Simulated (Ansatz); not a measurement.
# MoP: the cost of one run

Method: DFT PBE, scalar-relativistic, plane waves, PAW, in Ansatz 0.2.0.

### 1 The structure to begin with

Symmetry: P-6m2, No. 187, hexagonal system. The conventional cell has a = 3.241 Å, b = 3.241 Å, c = 3.194 Å, α = 90.00°, β = 90.00°, γ = 120.00°. Mo (site symmetry -6m2) has 6 P at 2.46 Å as nearest neighbours. P (site symmetry -6m2) is surrounded by 6 Mo at 2.46 Å.

As a file:

```
CELL_PARAMETERS angstrom
3.24141 0.00000 0.00000
-1.62071 2.80714 0.00000
0.00000 0.00000 3.19390
ATOMIC_POSITIONS crystal
Mo 0.00000 0.00000 0.00000
P 0.33333 0.66667 0.50000
```

This cell comes from an earlier session at PBE: 14.531 Å³/atom at 0.01 GPa, on a 16×16×14 mesh.

### 2 Field gradients and densities at the nuclei

File input.yaml:

```yaml
crystal:
  lattice:
    - [3.2414110266, 0.0, 0.0]
    - [-1.6207055133, 2.8071442931, 0.0]
    - [0.0, 0.0, 3.1938975156]
  atoms:
    - { symbol: Mo, position: [0.0, 0.0, 0.0] }
    - { symbol: P, position: [0.3333333333, 0.6666666667, 0.5] }
basis:
  ecutwfc: 420
  ecutrho_ratio: 4
kpoints:
  mp_grid: { grid: [16, 16, 14] }
hamiltonian:
  xc: pbe
scf:
  occupations: { method: gaussian, width: 0.05 }
output:
  forces: true
  stress: true
  eigenvalues: true
  efg: { contact_densities: true, quadrupole_moments_barn: { Mo: -0.022 } }
```

Started as:

```sh
> ansatz run input.yaml --threads 1 --pin off --max-ram 2560MiB --backend cpu --events-out ev --progress --plain --runs-dir out
```

Q: Estimate wall time and peak memory on 1 thread of Intel Xeon at 2.70GHz, shared host.

About 8.8 s, with a peak of 0.46 GiB.
